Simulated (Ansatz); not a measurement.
Crystal: PbO (Litharge).

```
CELL_PARAMETERS angstrom
3.99000 0.00000 0.00000
0.00000 3.99000 0.00000
0.00000 0.00000 5.01000
ATOMIC_POSITIONS crystal
Pb 0.50000 0.00000 0.76000
Pb 0.00000 0.50000 0.24000
O 0.50000 0.50000 0.00000
O 0.00000 0.00000 0.00000
```

| Item | Value |
| --- | --- |
| Program | Ansatz 0.2.0 |
| Task | single point |
| Functional | PBE |
| Potentials or basis | Ansatz PAW |
| Cutoff | 420 eV (not typed: the program's choice for these potentials) |
| k mesh | 7 × 7 × 6 |
| Occupations | fermi-dirac, width 0.05 eV |
| Spin | no spin polarisation |

On this cell: pressure 3.0 GPa; largest force 0.010 eV/Å; band gap on the k mesh 1.41 eV, indirect (least direct gap 2.39 eV).

The same run follows on a disturbed copy (atoms moved at random, drawn with an rms of 0.05 Å):

```
Pb O
1.0
     3.99000    0.00000    0.00000
     0.00000    3.99000    0.00000
     0.00000    0.00000    5.01000
Pb O
2 2
Cartesian
  2.0050 0.0011 3.8280
  -0.0420 2.0262 1.2396
  1.9741 2.0212 -0.0111
  -0.0250 0.0496 0.0413
```

**Question.** What changes?

**Answer.** The energy moves by +3.7 meV/atom; pressure 2.6 GPa; largest force 0.283 eV/Å; band gap on the k mesh 1.36 eV, indirect (least direct gap 2.31 eV).

Forces in eV/Å, atoms in the order of the input:
```
Pb  -0.166  0.148  0.018
Pb   0.116  0.019 -0.242
O   -0.048 -0.008  0.279
O    0.098 -0.159 -0.055
```

Stress tensor (GPa, compression positive):
```
 2.36 -0.01  0.55
-0.01  3.83 -0.20
 0.55 -0.20  1.70
```

Caveats: odd divisions of the mesh miss points on the zone boundary, where band edges often lie, so the gap on the mesh can be too wide; spin-orbit coupling is left out, which as a rule narrows the gap of such compounds by several tenths of an eV.

A k mesh can miss the band edges.
